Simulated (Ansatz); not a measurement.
Straining NbAs

Method: DFT PBE, scalar-relativistic, plane waves, PAW (Ansatz). Settings: 420 eV cutoff, 10×10×4 k-mesh, Gaussian smearing of 0.10 eV, no spin polarisation.

Reference structure (relaxed):

```xyz
8
Lattice="3.4735 0.0000 0.0000 0.0000 3.4735 0.0000 0.0000 0.0000 11.7492" Properties=species:S:1:pos:R:3 pbc="T T T"
Nb    1.7367    1.7367   11.7362
Nb    1.7367    0.0000    2.9243
Nb    0.0000    0.0000    5.8616
Nb    0.0000    1.7367    8.7989
As    0.0000    0.0000   10.7752
As    0.0000    1.7367    1.9633
As    1.7367    1.7367    4.9006
As    1.7367    0.0000    7.8379
```

Deformation: biaxial strain in the a-b plane, with the length and tilt of c and the atoms relaxed, all within the symmetry that the strain leaves. Energies are extrapolated to zero smearing. On this cell's mesh the reference holds a stress of up to 0.13 GPa.

| strain (%) | ΔE (meV/atom) | a (Å) | b (Å) | c (Å) |
| --- | --- | --- | --- | --- |
| -6.0 | 123.8 | 3.265 | 3.265 | 12.615 |
| -4.0 | 54.0 | 3.335 | 3.335 | 12.294 |
| -2.0 | 12.9 | 3.404 | 3.404 | 12.004 |
| +0.0 | 0.0 | 3.473 | 3.473 | 11.749 |
| +2.0 | 12.6 | 3.543 | 3.543 | 11.530 |
| +4.0 | 49.6 | 3.612 | 3.612 | 11.343 |

(1) What stiffness (1/V) d²E/dε² at zero strain does a cubic fit over all points give?

(2) How does the free axis c answer a small strain?

Answers

(1) A cubic fit gives (1/V) d²E/dε² = 586 GPa at zero strain (twice the biaxial modulus).

(2) Between the innermost points its strain is -1.01 times the applied one.

1 further run of this set didn't finish or converge.